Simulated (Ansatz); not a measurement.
**How far is PAW off for Sc?**

```yaml
crystal:
  lattice:
    - [-3.08801, 3.08801, 2.70624]
    - [3.08801, -3.08801, 2.70624]
    - [3.08801, 3.08801, -2.70624]
  atoms:
    - { symbol: Sc, position: [0.16373, 0.33627, 0.50000] }
    - { symbol: Sc, position: [0.66373, 0.16373, 0.82746] }
    - { symbol: Sc, position: [0.33627, 0.83627, 0.17254] }
    - { symbol: Sc, position: [0.83627, 0.66373, 0.50000] }
```

Atom numbers follow the list: Sc1, Sc2, Sc3, Sc4.

The cell is the one relaxed in the Materials Project (mp-567308), not relaxed further here; entries there can be hypothetical.

Methods: DFT, LDA, PAW with Ansatz's default frozen-core files, scalar-relativistic (Ansatz 0.2.0); DFT, LDA, all-electron LAPW, scalar-relativistic (Ansatz 0.2.0).

For PAW: a Γ-centred 8×8×8 k mesh, Fermi–Dirac smearing of 0.08 eV, cutoff 420 eV, no spin polarisation; the PAW files were made with PBE, and the program remakes their frozen cores for this functional. LAPW targets a basis error of 0.5 meV/atom. The Ansatz runs share mesh, smearing and spin set-up. Plane-wave (PAW) pressures include the program's estimate of the Pulay term.

Stress and pressure are positive in compression.

Levels count from the Fermi level.

PAW results:

```json
{"quantity": "pressure (GPa)", "PAW": "-4.17"}
{"quantity": "stress xx (GPa)", "PAW": "-4.01"}
{"quantity": "stress zz (GPa)", "PAW": "-4.47"}
{"quantity": "force on Sc1, x (eV/Å)", "PAW": "0.029"}
{"quantity": "highest filled level at P (eV)", "PAW": "-0.112"}
{"quantity": "lowest empty level at P (eV)", "PAW": "0.296"}
{"quantity": "highest filled level at M (eV)", "PAW": "-0.756"}
{"quantity": "lowest empty level at M (eV)", "PAW": "0.273"}
{"quantity": "highest filled level at Γ (eV)", "PAW": "-0.328"}
{"quantity": "lowest empty level at Γ (eV)", "PAW": "0.241"}
```

Task: What does full-potential LAPW give for the same quantities?

Result: 
```
                      quantity    LAPW
                pressure (GPa)   -4.16
               stress xx (GPa)   -4.01
               stress zz (GPa)   -4.47
        force on Sc1, x (eV/Å)   0.029
highest filled level at P (eV)  -0.113
  lowest empty level at P (eV)   0.296
highest filled level at M (eV)  -0.755
  lowest empty level at M (eV)   0.274
highest filled level at Γ (eV)  -0.329
  lowest empty level at Γ (eV)   0.242
```
